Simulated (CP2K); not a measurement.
Runs of CP2K 2026.2 on HgTe (Coloradoite). It takes space group F-43m (No. 216, cubic). The conventional cell has a = 6.429 Å, b = 6.429 Å, c = 6.429 Å, α = 90.00°, β = 90.00°, γ = 90.00°. Hg (site symmetry -43m) has 4 Te at 2.78 Å as nearest neighbours. Te (site symmetry -43m) has 4 Hg at 2.78 Å as nearest neighbours. 

| level | potentials or basis | smearing | NGRIDS | points a segment of the path (NPOINTS) | bands added on the path | CUTOFF of the grids | gap on the mesh (eV) | pressure (GPa) |
| --- | --- | --- | --- | --- | --- | --- | --- | --- |
| TB-mBJ | POTENTIAL_UZH Hg GTH-PBE-q12, Te GTH-PBE-q6; TZVP-MOLOPT-PBE-GTH basis | fermi-dirac 0.05 eV | 5 | 6 | 2 | 675 Ry | none | - |
| LDA | GTH_POTENTIALS Hg GTH-PADE-q12, Te GTH-PADE-q6; TZVP-MOLOPT-PBE-GTH basis | fermi-dirac 0.0259 eV | 5 | 6 | 2 | 450 Ry | none | 0.9 |
| r2SCAN | POTENTIAL_UZH Hg GTH-SCAN-q12, Te GTH-SCAN-q6; TZVP-MOLOPT-SCAN-GTH basis | fermi-dirac 0.0259 eV | 5 | 8 | 4 | 675 Ry | none | 2.9 |
| PBEsol | POTENTIAL_UZH Hg GTH-PBE-q12, Te GTH-PBE-q6; TZVP-MOLOPT-PBE-GTH basis | fermi-dirac 0.05 eV | 4 | 6 | 2 | 450 Ry | none | (a) |

Alike in all rows: task band structure; no spin polarisation; cell as given; k mesh 7 × 7 × 7.

**Question.** Fill in the values left out.

**Answer.** (a) 3.4.

Caveats: spin-orbit coupling is left out, which moves the levels of the heavy elements; the basis of atomic orbitals isn't converged, which shifts pressures, moduli and gaps; the potentials were made for another functional, which shifts forces and pressure (some runs); this is a model potential without an energy functional, so only levels have meaning (some runs).

A k mesh can miss the band edges, and the runs leave out spin-orbit coupling on Hg, Te.

A gap of «none» marks a metal or a gap under the smearing width.

Runs at the PBE level aren't shown here.
